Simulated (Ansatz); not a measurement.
# Ti2C: one contact scaled

One table from this session's results is given with a row withheld; the runs are named, their logs left out.

Program: Ansatz 0.2.0. Level of theory: DFT r²SCAN, with the methods named in each step. These are calculated values, not measurements.

5 further runs of the same task are left out: 5 that didn't finish.

## The structure to begin with

The structure is trigonal, space group R-3m (No. 166). The conventional cell has a = 3.081 Å, b = 3.081 Å, c = 14.441 Å, α = 90.00°, β = 90.00°, γ = 120.00°. Around Ti (site symmetry 3m) lie 3 C at 2.11 Å. C (site symmetry -3m) is surrounded by 6 Ti at 2.11 Å.

As a file:

```
Ti C
1.0
     1.54070    0.88952    4.81377
    -1.54070    0.88952    4.81377
     0.00000   -1.77905    4.81377
Ti C
2 1
Cartesian
  0.0000 0.0000 3.5453
  0.0000 0.0000 10.8960
  0.0000 0.0000 7.2207
```

Atoms are numbered in the order of the input: Ti1, Ti2, C3.

The first run:

The input, input.yaml:

```yaml
crystal:
  lattice:
    - [1.540698181, 0.8895225095, 4.8137698526]
    - [-1.540698181, 0.8895225095, 4.8137698526]
    - [0.0, -1.779045019, 4.8137698526]
  atoms:
    - { symbol: Ti, position: [0.24549783, 0.24549783, 0.24549783] }
    - { symbol: Ti, position: [0.75450217, 0.75450217, 0.75450217] }
    - { symbol: C, position: [0.5, 0.5, 0.5] }
kpoints:
  mp_grid: { grid: [11, 11, 11] }
scf:
  occupations: { method: fermi_dirac, width: 0.05 }
hamiltonian:
  xc: r2scan
  pseudopotentials: { kind: paw }
output:
  forces: true
  stress: true
  eigenvalues: true
  efg: { contact_densities: true }
  populations: true
```

Run with:

```sh
> ansatz run input.yaml --threads 1 --pin off --max-ram 3072MiB --backend cpu --events-out ev --progress --plain --runs-dir out
```

Steps of the session up to this table: Shortest bond scaled by 1, PAW; Shortest bond scaled by 1.1, PAW; Shortest bond scaled by 0.94, PAW; Shortest bond scaled by 0.7, PAW; Shortest bond scaled by 0.58, PAW; Shortest bond scaled by 0.58, PAW (source ansatz).

One table of the session follows, with a row left open; its other results are not shown here.

```
             method  length (Å)  F from the given length (eV/cell)  force along the bond (eV/Å)  pressure (GPa)  largest force (eV/Å)
                PAW       1.225                             12.346                       46.494           78.21                47.191
                PAW       1.478                              4.252                       19.927           39.53                20.297
                PAW       1.985                                  ?                            ?               ?                     ?
                PAW       2.112                              0.000                       -0.026           -0.47                 0.097
                PAW       2.323                              0.192                       -1.639           -1.07                 1.932
PAW (source ansatz)       1.225                                  –                       47.832           80.42                48.519
```

**Question.** Estimate the row for PAW, 1.985.

As computed: F from the given length (eV/cell): 0.087; force along the bond (eV/Å): 1.493; pressure (GPa): 1.91; largest force (eV/Å): 1.599.
